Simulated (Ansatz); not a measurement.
The calculation used DFT PBE, scalar-relativistic, plane waves, PAW (Ansatz 0.2.0). Settings: cutoff 420 eV, Γ-centred meshes spaced at most about 0.3 Å⁻¹, and about 0.25 Å⁻¹ or finer for metals (2π included), Gaussian smearing. No spin polarisation.

Temperature and zero-point effects are left out.

Problem. Which of these relaxed structures of TaSi2 is the lowest in energy?
A. Space group Fddd (No. 70), orthorhombic, a = 4.800 Å, b = 8.532 Å, c = 8.661 Å. Ta has 8 Si at 2.62–2.72 Å, 2 Si at 2.98 Å and 4 Ta at 3.27 Å; Si has 3 Si at 2.51–2.57 Å, 4 Ta at 2.62–2.72 Å, 2 Si at 2.94 Å, 1 Ta at 2.98 Å and 4 Si at 3.27 Å.
B. Space group P6_422 (No. 181), hexagonal, a = 4.806 Å, c = 6.597 Å. Ta has 10 Si at 2.62–2.84 Å and 4 Ta at 3.26 Å; Si has 3 Si at 2.57–2.64 Å, 5 Ta at 2.62–2.84 Å, 2 Si at 2.84 Å, 2 Si at 3.18 Å and 2 Si at 3.34 Å.

Solution. B. The other, A, lies 32 meV/atom higher. Counting Si atoms around Ta (those within 1.25 times the shortest such distance or 1.15 times the sum of covalent radii; a plus sign parts nearer from farther groups): B has Ta 10; A has Ta 8+2. A holds Si–Si bonds in all directions (shortest 2.51 Å); in B the shortest Si–Si distance is 2.57 Å, near bonding range too. Origin: A, invented, then shaken at random and relaxed again; B, reached from a cell as deposited in COD, among other starts.

These runs have no spin–orbit coupling, which can matter for Ta. Cells relaxed within their symmetry can be saddle points. Some candidate types were left out of the draw beforehand, so a known form may be missing.
